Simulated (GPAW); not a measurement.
# A GW chain in GPAW: NaCl (Fm-3m)

Aim: the G0W0 gap of NaCl (Fm-3m) on PBE, step by step.

Main program and level: GPAW 26.7.0; PBE and many-body steps on it, plane waves.

The database entry behind the starting cell differs from later determinations by our own check (an axis about 0.4 % short against later determinations), so it need not match the best structure at ambient conditions.

## (1) Starting point

The structure is cubic, space group Fm-3m (No. 225). The conventional cell has a = 5.620 Å, b = 5.620 Å, c = 5.620 Å, α = 90.00°, β = 90.00°, γ = 90.00°. Nearest to Na lie 6 Cl at 2.81 Å. Nearest to Cl lie 6 Na at 2.81 Å. Farther neighbours and most contacts between anions are not listed.

As a file:

```cif
data_structure
_symmetry_space_group_name_H-M 'Fm-3m'
_symmetry_Int_Tables_number 225
_cell_length_a 5.6200
_cell_length_b 5.6200
_cell_length_c 5.6200
_cell_angle_alpha 90.000
_cell_angle_beta 90.000
_cell_angle_gamma 90.000
_cell_volume 177.50
loop_
_atom_site_label
_atom_site_type_symbol
_atom_site_symmetry_multiplicity
_atom_site_Wyckoff_symbol
_atom_site_fract_x
_atom_site_fract_y
_atom_site_fract_z
_atom_site_occupancy
Na1 Na 4 a 0.00000 0.00000 0.00000 1
Cl1 Cl 4 b 0.50000 0.00000 0.00000 1
```

The cell and positions come from the Crystallography Open Database and are kept as given unless a step says otherwise.

## (2) Ground state

This step: GPAW 26.7.0; DFT, PBE, plane waves, PAW.

The ground-state density comes first.

run.py reads:

```python
import json
import numpy as np
from gpaw.mpi import world
from ase import Atoms
from gpaw import GPAW, PW, FermiDirac

atoms = Atoms(['Na', 'Cl'],
    cell=[[0.0000000000, 2.8100000000, 2.8100000000],
      [2.8100000000, 0.0000000000, 2.8100000000],
      [2.8100000000, 2.8100000000, 0.0000000000]],
    scaled_positions=[[0.0000000000, 0.0000000000, 0.0000000000],
      [0.5000000000, 0.5000000000, 0.5000000000]],
    pbc=(True, True, True))
calc = GPAW(mode=PW(450),
    xc='PBE',
    kpts={'size': (8, 8, 8), 'gamma': True},
    occupations=FermiDirac(0.001),
    nbands=-7,
    convergence={'density': 1e-6, 'bands': -3},
    maxiter=100,
    txt='gs.txt')
atoms.calc = calc
res = {'energy': atoms.get_potential_energy()}
kpts = calc.get_ibz_k_points()
res['kpts'] = kpts
res['eigenvalues'] = [calc.get_eigenvalues(kpt=k) for k in range(len(kpts))]
res['n_electrons'] = calc.get_number_of_electrons()
calc.write('gs.gpw')

if world.rank == 0:
    with open('result.json', 'w') as f:
        json.dump(res, f, default=lambda x: x.tolist())
```

On the command line:

```
mpirun -n 12 gpaw python run.py
```

Numbers of over 12 decimals in the logs are rounded to 6 here.

The log of the run:

```text
__  _  _
 | _ |_)|_||  |
 |__||  | ||/\| - 26.7.0

Input parameters:
  mode=PW(ecut=450.000000),
  convergence={'density': 1e-06, 'bands': -3},
  kpts=MonkhorstPack(size=(8, 8, 8), gamma=True),
  maxiter=100,
  nbands=-7,
  occupations=Occupations(name='fermi-dirac', width=0.001, fixmagmom=False),
  xc=XC(name='PBE')
  [... matrices ...]
Diagonalizing LCAO Hamiltonian
Converting LCAO to pw mode

                Cl

       Na

Atoms  # Å, Bohr magnetons
|   | symbol |        x |        y |        z |    initial magnetic moments |
| 0 |     Na | 0.000000 | 0.000000 | 0.000000 | ( 0.0000,  0.0000,  0.0000) |
| 1 |     Cl | 2.810000 | 2.810000 | 2.810000 | ( 0.0000,  0.0000,  0.0000) |

Unit cell  # Å
| periodic |        x |        y |        z |  lengths |    angles |
|      yes | 0.000000 | 2.810000 | 2.810000 | 3.973940 | 60.000000 |
|      yes | 2.810000 | 0.000000 | 2.810000 | 3.973940 | 60.000000 |
|      yes | 2.810000 | 2.810000 | 0.000000 | 3.973940 | 60.000000 |

Number of symmetries: 48
Symmetry operations  # r_c * U_cc + t_c -> r_c
|    | kind |            matrix            |
|  0 |  σ   |  1, 0, 0,  1, 0,-1,  1,-1, 0 |
|  1 |  C2  |  1, 0, 0,  1,-1, 0,  1, 0,-1 |
|  2 |  E   |  1, 0, 0,  0, 1, 0,  0, 0, 1 |
|  3 |  σ   |  1, 0, 0,  0, 0, 1,  0, 1, 0 |
|  4 |  C4  |  1, 0,-1,  1, 0, 0,  1,-1, 0 |
|  5 |  S6  |  1, 0,-1,  1,-1, 0,  1, 0, 0 |
|  6 |  σ   |  1, 0,-1,  0, 1,-1,  0, 0,-1 |
|  7 |  C3  |  1, 0,-1,  0, 0,-1,  0, 1,-1 |
|  8 |  S6  |  1,-1, 0,  1, 0, 0,  1, 0,-1 |
|  9 |  C4  |  1,-1, 0,  1, 0,-1,  1, 0, 0 |
| 10 |  C3  |  1,-1, 0,  0,-1, 1,  0,-1, 0 |
| 11 |  σ   |  1,-1, 0,  0,-1, 0,  0,-1, 1 |
| 12 |  σ   |  0, 1, 0,  1, 0, 0,  0, 0, 1 |
| 13 |  C4  |  0, 1, 0,  0, 1,-1, -1, 1, 0 |
| 14 |  C3  |  0, 1, 0,  0, 0, 1,  1, 0, 0 |
| 15 |  S6  |  0, 1, 0, -1, 1, 0,  0, 1,-1 |
| 16 |  C2  |  0, 1,-1,  1, 0,-1,  0, 0,-1 |
| 17 |  σ   |  0, 1,-1,  0, 1, 0, -1, 1, 0 |
| 18 |  S4  |  0, 1,-1,  0, 0,-1,  1, 0,-1 |
| 19 |  C4  |  0, 1,-1, -1, 1, 0,  0, 1, 0 |
| 20 |  C3  |  0, 0, 1,  1, 0, 0,  0, 1, 0 |
| 21 |  σ   |  0, 0, 1,  0, 1, 0,  1, 0, 0 |
| 22 |  S6  |  0, 0, 1,  0,-1, 1, -1, 0, 1 |
| 23 |  C4  |  0, 0, 1, -1, 0, 1,  0,-1, 1 |
| 24 |  S4  |  0, 0,-1,  1, 0,-1,  0, 1,-1 |
| 25 |  C3  |  0, 0,-1,  0, 1,-1,  1, 0,-1 |
| 26 |  C2  |  0, 0,-1,  0,-1, 0, -1, 0, 0 |
| 27 |  S6  |  0, 0,-1, -1, 0, 0,  0,-1, 0 |
| 28 |  S4  |  0,-1, 1,  1,-1, 0,  0,-1, 0 |
| 29 |  C4  |  0,-1, 1,  0, 0, 1, -1, 0, 1 |
| 30 |  C2  |  0,-1, 1,  0,-1, 0,  1,-1, 0 |
| 31 |  σ   |  0,-1, 1, -1, 0, 1,  0, 0, 1 |
| 32 |  C3  |  0,-1, 0,  1,-1, 0,  0,-1, 1 |
| 33 |  S6  |  0,-1, 0,  0, 0,-1, -1, 0, 0 |
| 34 |  S4  |  0,-1, 0,  0,-1, 1,  1,-1, 0 |
| 35 |  C2  |  0,-1, 0, -1, 0, 0,  0, 0,-1 |
| 36 |  C2  | -1, 1, 0,  0, 1, 0,  0, 1,-1 |
| 37 |  S6  | -1, 1, 0,  0, 1,-1,  0, 1, 0 |
| 38 |  S4  | -1, 1, 0, -1, 0, 1, -1, 0, 0 |
| 39 |  C3  | -1, 1, 0, -1, 0, 0, -1, 0, 1 |
| 40 |  S6  | -1, 0, 1,  0, 0, 1,  0,-1, 1 |
| 41 |  C2  | -1, 0, 1,  0,-1, 1,  0, 0, 1 |
| 42 |  C3  | -1, 0, 1, -1, 1, 0, -1, 0, 0 |
| 43 |  S4  | -1, 0, 1, -1, 0, 0, -1, 1, 0 |
| 44 |  C2  | -1, 0, 0,  0, 0,-1,  0,-1, 0 |
| 45 |  i   | -1, 0, 0,  0,-1, 0,  0, 0,-1 |
| 46 |  σ   | -1, 0, 0, -1, 1, 0, -1, 0, 1 |
| 47 |  C2  | -1, 0, 0, -1, 0, 1, -1, 1, 0 |

BZ-sampling:
  Number of BZ points: 512
  Number of IBZ points: 29

  Monkhorst-Pack size: [8, 8, 8]
  Monkhorst-Pack shift: [0.0625, 0.0625, 0.0625]

K-points  # in reciprocal-cell coordinates
|     |                                coordinates |     weight |
|   0 | (  0.00000000,   0.00000000,   0.00000000) | 0.00195312 |
|   1 | (  0.12500000,   0.12500000,   0.00000000) | 0.01171875 |
|   2 | (  0.12500000,   0.12500000,   0.12500000) | 0.01562500 |
|   3 | (  0.25000000,   0.12500000,   0.12500000) | 0.02343750 |
|   4 | (  0.25000000,   0.25000000,   0.00000000) | 0.01171875 |
|   5 | (  0.25000000,   0.25000000,   0.12500000) | 0.04687500 |
|   6 | (  0.25000000,   0.25000000,   0.25000000) | 0.01562500 |
|   7 | (  0.37500000,   0.25000000,  -0.37500000) | 0.04687500 |
|   8 | (  0.37500000,   0.25000000,   0.12500000) | 0.04687500 |
|   9 | (  0.37500000,   0.25000000,   0.25000000) | 0.04687500 |
| ... |                                            |            |
|  28 | (  0.50000000,   0.50000000,   0.50000000) | 0.00781250 |

Plane wave coefficients: 982
Cutoff: 450.000000 eV

Spin-components: 1 (collinear spins)
Bands:           14
Projectors:      10
Spin-degeneracy: 2
Datatype:        complex128

  Storage: CPU
  Wave functions: 6_112_736 bytes (509_394 per core)
  Projectors: 9_169_104 bytes (764_092 per core)
  [... matrices ...]
Parallelization:
  kpt:    6
  domain: 2
  band:   1

Density:
  Valence electrons: 14.0
  Components: 1
  Grid points: [20 20 20]
  Charge: 0.0  # |e|

Potential:
  Grid points: [20 20 20]

species:
  Na:
    name:    Sodium
    Z:       11.0
    valence: 7
    core:    4
    charge:  0.0  # [|e|]
    compensation charges:
      type: gauss
      rc: 0.37  # [Å]
      lmax: 2
    cutoffs:
      filter: 2.17  # [Å]
      core: 2.59  # [Å]
    projectors
    | kind |    occ | energy [eV] | rcut [Å] |
    |   3s |  1.000 |      -2.744 |    1.201 |
    |   2p |  6.000 |     -28.672 |    1.217 |
    |   3p |  0.000 |      -0.743 |    1.217 |
    |    s |        |      24.468 |    1.201 |
    |    d |        |       0.000 |    1.238 |

    Using partial waves for Na as LCAO basis

  Cl:
    name:    Chlorine
    Z:       17.0
    valence: 7
    core:    10
    charge:  0.0  # [|e|]
    compensation charges:
      type: gauss
      rc: 0.25  # [Å]
      lmax: 2
    cutoffs:
      filter: 1.40  # [Å]
      core: 1.49  # [Å]
    projectors
    | kind |    occ | energy [eV] | rcut [Å] |
    |   3s |  2.000 |     -20.689 |    0.794 |
    |   3p |  5.000 |      -8.594 |    0.794 |
    |    s |        |       6.523 |    0.794 |
    |    p |        |      18.617 |    0.794 |
    |    d |        |       0.000 |    0.794 |

    Using partial waves for Cl as LCAO basis

Reference energy: -16973.559893  # eV

eigensolver:
  PPCG
  Converge bands: -3
  niter=2

density mixing:
  MSR1-Mixer
  Pratt-step length: 0.05
  Maximum mixing coefficient: 0.75
  Old densities: 10
  SVD Regularization: 0.005
  Good broyden scale: 1.0
  Trust region scale: 1.0
  Backstep threshold: 4.0
  History deletion threshold: 6.0
  Fourier metric: weight=20.0, sigma=0.015

occupation numbers:
  Fermi-Dirac:
    width: 0.0010  # eV

poisson solver:
  ecut: 3600.000000  # eV

xc functional:
  name: PBE with 2 nearest neighbor stencil

Initialization done in: 1.122 s

convergence criteria:
- Maximum integral of absolute [dens]ity change: 1e-06 electrons / valence electron
- Maximum [total energy] change in last 3 cyles: 0.0005 eV / valence electron
- Maximum integral of absolute [eigenst]ate change: 4e-08 eV^2 / valence electron
maximum number of iterations: 100

SCF iterations
|iter     |     time |      energy | eigst |  dens |
|iter:   1|  |   -6.807803 | +1.60 |       |
|iter:   2|  |   -6.791719 | +0.22 | -1.32 |
|iter:   3|  |   -6.740209 | -0.93 | -1.36 |
|iter:   4|  |   -6.746052 | -2.56 | -1.85 |
|iter:   5|  |   -6.747374 | -3.48 | -2.30 |
|iter:   6|  |   -6.747400c| -4.57 | -3.31 |
|iter:   7|  |   -6.747406c| -5.60 | -3.70 |
|iter:   8|  |   -6.747406c| -6.41 | -4.88 |
|iter:   9|  |   -6.747406c| -7.49c| -5.46 |
|iter:  10|  |   -6.747406c| -8.25c| -5.87 |
|iter:  11|  |   -6.747406c| -8.72c| -7.22c|

Converged in 11 steps
SCF loop duration: 1.381 s (0.126 s/step)
Energy contributions relative to reference atoms: (reference = -16973.559893)
  [... matrices ...]
Energy contributions:
  Kinetic:           8.730519
  Coulomb:          -8.555233
  Zero:             -0.036512
  External:          0.000000
  Xc:               -6.886179
  Entropy:          -0.000000
  Spinorbit:         0.000000
  ----------------------------
  Free energy:      -6.747406
  Extrapolated:     -6.747406

dipole moment: (-5.240388, -5.240388, -5.240388)  # |e|*Ang

Fermi level: 1.588
Eigenvalues  # (at kpt = [0.000, 0.000, 0.000])
| band index |      eig [eV] | occ [0-2] |
|          0 |       -21.252 |     2.000 |
|          1 |       -21.252 |     2.000 |
|          2 |       -21.252 |     2.000 |
|          3 |       -13.140 |     2.000 |
|          4 |        -0.462 |     2.000 |
|          5 |        -0.462 |     2.000 |
|          6 |        -0.462 |     2.000 |
|          7 |         4.697 |     0.000 |
|          8 |        10.591 |     0.000 |
|          9 |        10.591 |     0.000 |
|         10 |        10.591 |     0.000 |
|         11 |        12.667 |     0.000 |
|         12 |        12.667 |     0.000 |
|         13 |        14.496 |     0.000 |

Gap: 5.159 eV
Transition (v -> c):
  (s=0, k=0, n=6, [0.00, 0.00, 0.00]) -> (s=0, k=0, n=7, [0.00, 0.00, 0.00])
No difference between direct/indirect transitions
# Writing to gs.gpw (mode='')
  [... matrices ...]
```

Wall time 4.6 s (12 MPI ranks of Arm Neoverse V1, shared host); peak memory 1.6 GiB.

This step gave:

- total energy: -6.747 eV
- gap: 5.159 eV
- k of the valence top: 0, 0, 0
- k of the conduction bottom: 0, 0, 0
- least direct gap: 5.159 eV

The gap is direct, at Γ.

## (3) Bands along the symmetry lines

The cheap functional maps the bands first; the places of the edges decide which points the dearer methods must see.

run.py reads:

```python
import json
import numpy as np
from gpaw.mpi import world
from gpaw import GPAW

path = [[0.000000, 0.000000, 0.000000],
    [0.062500, 0.000000, 0.062500],
    [0.125000, 0.000000, 0.125000],
    [0.187500, 0.000000, 0.187500],
    [0.250000, 0.000000, 0.250000],
    [0.312500, 0.000000, 0.312500],
    [0.375000, 0.000000, 0.375000],
    [0.437500, 0.000000, 0.437500],
    [0.500000, 0.000000, 0.500000],
    [0.515625, 0.031250, 0.515625],
    [0.531250, 0.062500, 0.531250],
    [0.546875, 0.093750, 0.546875],
    [0.562500, 0.125000, 0.562500],
    [0.578125, 0.156250, 0.578125],
    [0.593750, 0.187500, 0.593750],
    [0.609375, 0.218750, 0.609375],
    [0.625000, 0.250000, 0.625000],
    [0.375000, 0.375000, 0.750000],
    [0.328125, 0.328125, 0.656250],
    [0.281250, 0.281250, 0.562500],
    [0.234375, 0.234375, 0.468750],
    [0.187500, 0.187500, 0.375000],
    [0.140625, 0.140625, 0.281250],
    [0.093750, 0.093750, 0.187500],
    [0.046875, 0.046875, 0.093750],
    [0.000000, 0.000000, 0.000000],
    [0.062500, 0.062500, 0.062500],
    [0.125000, 0.125000, 0.125000],
    [0.187500, 0.187500, 0.187500],
    [0.250000, 0.250000, 0.250000],
    [0.312500, 0.312500, 0.312500],
    [0.375000, 0.375000, 0.375000],
    [0.437500, 0.437500, 0.437500],
    [0.500000, 0.500000, 0.500000],
    [0.500000, 0.468750, 0.531250],
    [0.500000, 0.437500, 0.562500],
    [0.500000, 0.406250, 0.593750],
    [0.500000, 0.375000, 0.625000],
    [0.500000, 0.343750, 0.656250],
    [0.500000, 0.312500, 0.687500],
    [0.500000, 0.281250, 0.718750],
    [0.500000, 0.250000, 0.750000],
    [0.500000, 0.218750, 0.718750],
    [0.500000, 0.187500, 0.687500],
    [0.500000, 0.156250, 0.656250],
    [0.500000, 0.125000, 0.625000],
    [0.500000, 0.093750, 0.593750],
    [0.500000, 0.062500, 0.562500],
    [0.500000, 0.031250, 0.531250],
    [0.500000, 0.000000, 0.500000]]
calc = GPAW('gs.gpw').fixed_density(kpts=path,
    symmetry='off',
    nbands=17,
    convergence={'bands': 13},
    txt='bands.txt')
res = {}
kpts = calc.get_ibz_k_points()
res['kpts'] = kpts
res['eigenvalues'] = [calc.get_eigenvalues(kpt=k) for k in range(len(kpts))]
res['n_electrons'] = calc.get_number_of_electrons()

if world.rank == 0:
    with open('result.json', 'w') as f:
        json.dump(res, f, default=lambda x: x.tolist())
```

On the command line:

```
mpirun -n 12 gpaw python run.py
```

The log of the run:

```text
Diagonalizing LCAO Hamiltonian
Converting LCAO to pw mode
convergence criteria:
- Maximum integral of absolute [eigenst]ate change: 4e-08 eV^2 / valence electron
maximum number of iterations: 100

SCF iterations
|iter     |     time |      energy | eigst |  dens |
|iter:   1|  |             | +2.04 |       |
|iter:   2|  |             | +0.92 |       |
|iter:   3|  |             | +0.01 |       |
[...]
|iter:   7|  |             | -5.32 |       |
|iter:   8|  |             | -6.61 |       |
|iter:   9|  |             | -7.64c|       |
SCF steps: 9
  __  _  _
 | _ |_)|_||  |
 |__||  | ||/\| - 26.7.0

Input parameters:
  mode=PW(ecut=450.000000),
  convergence={'bands': 13},
  gpts=array([20, 20, 20]),
  kpts=KPoints(kpts=array([[0.      , 0.      , 0.      ],
         [0.0625  , 0.      , 0.0625  ],
         [0.125   , 0.      , 0.125   ],
         [0.1875  , 0.      , 0.1875  ],
[...]
[0.515625, 0.03125 , 0.515625],
[...]
[0.546875, 0.09375 , 0.546875],
[...]
[0.578125, 0.15625 , 0.578125],
[...]
[0.609375, 0.21875 , 0.609375],
[...]
[0.328125, 0.328125, 0.65625 ],
[...]
[0.234375, 0.234375, 0.46875 ],
[...]
[0.140625, 0.140625, 0.28125 ],
[...]
[0.046875, 0.046875, 0.09375 ],
[...]
[0.5     , 0.0625  , 0.5625  ],
         [0.5     , 0.03125 , 0.53125 ],
         [0.5     , 0.      , 0.5     ]])),
  maxiter=100,
  nbands=17,
  occupations=Occupations(name='fermi-dirac', width=0.001, fixmagmom=False),
  parallel={},
  symmetry=Symmetry(point_group=False, time_reversal=False),
  xc=XC(name='PBE')
  [... matrices ...]
timing:  # [seconds]
  Total: 0.031  # ━━━━━━━━━━━━━━━━━━━━━━━━━━━━━━━━━━━━━━━━━━━━━━━━━━━━━━━━━━━
```

Run time: 4.8 s. Hardware: 12 MPI ranks; peak memory 1.7 GiB; 54 s of CPU time.

This step gave:

| Quantity | Value |
| --- | --- |
| gap | 5.159 eV |
| k of the valence top | 0, 0, 0 |
| k of the conduction bottom | 0, 0, 0 |
| least direct gap | 5.159 eV |

The gap is 5.159 eV, as in the run before at this level.

The electronic bands at the labelled points (eV, zero at the top of the highest filled band; v1 is the highest filled band, c1 the lowest empty one):

| point | v4 | v3 | v2 | v1 | c1 | c2 | c3 | c4 |
| --- | --- | --- | --- | --- | --- | --- | --- | --- |
| Γ | -12.68 | 0.00 | 0.00 | 0.00 | 5.16 | 11.05 | 11.05 | 11.05 |
| halfway | -12.47 | -1.08 | -0.32 | -0.32 | 7.14 | 9.09 | 10.84 | 12.41 |
| X | -12.28 | -1.68 | -0.60 | -0.60 | 7.55 | 8.05 | 11.41 | 14.92 |
| halfway | -12.28 | -1.61 | -0.77 | -0.58 | 7.79 | 8.32 | 11.16 | 13.73 |
| U | -12.27 | -1.42 | -1.13 | -0.50 | 8.24 | 9.04 | 10.60 | 12.76 |
| jump to K | -12.27 | -1.42 | -1.13 | -0.50 | 8.24 | 9.04 | 10.60 | 12.76 |
| halfway | -12.45 | -1.24 | -0.47 | -0.16 | 7.32 | 9.68 | 10.76 | 11.85 |
| Γ | -12.68 | 0.00 | 0.00 | 0.00 | 5.16 | 11.05 | 11.05 | 11.05 |
| halfway | -12.51 | -1.11 | -0.14 | -0.14 | 6.63 | 10.01 | 11.34 | 11.34 |
| L | -12.33 | -1.95 | -0.27 | -0.27 | 7.29 | 10.72 | 10.92 | 10.92 |
| halfway | -12.30 | -1.68 | -0.77 | -0.42 | 8.35 | 9.56 | 10.29 | 11.70 |
| W | -12.26 | -1.20 | -1.20 | -0.77 | 8.85 | 9.71 | 9.71 | 11.38 |
| halfway | -12.27 | -1.55 | -0.80 | -0.69 | 8.07 | 8.54 | 10.90 | 12.76 |
| X | -12.28 | -1.68 | -0.60 | -0.60 | 7.55 | 8.05 | 11.41 | 14.92 |

The electronic bands as a text plot (rows in eV, shown from -8.0 to 11.2 only):

```
   10.8 |++   +++++    ++++     +    ++++++    +++++++       ++
   10.0 |  +++             ++++++++++      +++++    +++++++++
    9.2 |     ++         +++                          +++++++
    8.4 |       ++++++++++++++++                      +     +++++
    7.6 |       +++++++++       +              +++++++        +++
    6.8 |    +++                 ++         +++
    6.0 |  ++                      ++    +++
    5.2 |++                          ++++
    4.4 |
    3.6 |
    2.8 |
    2.0 |
    1.2 |
    0.4 |*                           ****
   -0.4 | ****************************  *************************
   -1.2 |     *****     ***********         ***        ********
   -2.0 |          *****                       ********        **
   -2.8 |
   -3.6 |
   -4.4 |
   -5.2 |
   -6.0 |
   -6.8 |
   -7.6 |
         Γ           X  U|K            Γ         L        W     X
```

## (4) Empty states on the mesh, 6×6×6 mesh, 669 bands

The sums over transitions need many empty states on a uniform mesh; this step solves for them.

run.py reads:

```python
import json
import numpy as np
from gpaw.mpi import world
from gpaw import GPAW

calc = GPAW('gs.gpw').fixed_density(kpts={'size': (6, 6, 6), 'gamma': True},
    parallel={'domain': 1, 'band': 1},
    txt='nscf.txt')
calc.diagonalize_full_hamiltonian(nbands=669)
calc.write('full.gpw', mode='all')
res = {}
kpts = calc.get_ibz_k_points()
res['kpts'] = kpts
res['eigenvalues'] = [calc.get_eigenvalues(kpt=k) for k in range(len(kpts))]
res['n_electrons'] = calc.get_number_of_electrons()

if world.rank == 0:
    with open('result.json', 'w') as f:
        json.dump(res, f, default=lambda x: x.tolist())
```

On the command line:

```
mpirun -n 12 gpaw python run.py
```

The log of the run:

```text
Diagonalizing LCAO Hamiltonian
Converting LCAO to pw mode
convergence criteria:
- Maximum integral of absolute [eigenst]ate change: 4e-08 eV^2 / valence electron
maximum number of iterations: 100

SCF iterations
|iter     |     time |      energy | eigst |  dens |
|iter:   1|  |             | +1.52 |       |
|iter:   2|  |             | +0.48 |       |
|iter:   3|  |             | -0.96 |       |
[...]
|iter:   7|  |             | -5.76 |       |
|iter:   8|  |             | -6.83 |       |
|iter:   9|  |             | -7.86c|       |
SCF steps: 9
  __  _  _
 | _ |_)|_||  |
 |__||  | ||/\| - 26.7.0

Input parameters:
  mode=PW(ecut=450.000000),
  convergence={'density': 1e-06, 'bands': -3},
  gpts=array([20, 20, 20]),
  kpts=MonkhorstPack(size=(6, 6, 6), gamma=True),
  maxiter=100,
  nbands=14,
  occupations=Occupations(name='fermi-dirac', width=0.001, fixmagmom=False),
  parallel={'domain': 1, 'band': 1},
  xc=XC(name='PBE')
Matrix size: 941x941
# Writing to full.gpw (mode='all')
  [... matrices ...]

timing:  # [seconds]
  Total: 3.878  # ━━━━━━━━━━━━━━━━━━━━━━━━━━━━━━━━━━━━━━━━━━━━━━━━━━━━━━━━━━━
```

It took 7.7 s on 12 MPI ranks; peak memory 2.5 GiB.

This step gave:

* gap: 5.159 eV
* k of the valence top: 0, 0, 0
* k of the conduction bottom: 0, 0, 0
* least direct gap: 5.159 eV
* k points computed: 16
* lowest point of the top converged band, above the valence top: 343.5252 eV

On this mesh the gap is 5.159 eV.

(Continued in part 2 of 2.)

[Paths, hosts, dates, memory and timing lines, banners, echoed tables and standing remarks are left out of the program output.]

[Logs are printed without paths, hosts, clocks, repeated set-up lines and the standing remarks that a program may print on its own settings, such as how far it seeks lower states.]

[Runs of the session that timed out or met a known fault of the program may be left out.]

[Hosts, paths, dates, database ids (printed as entryN), source tags and the programs' standing remarks are cut or masked in the printed files.]
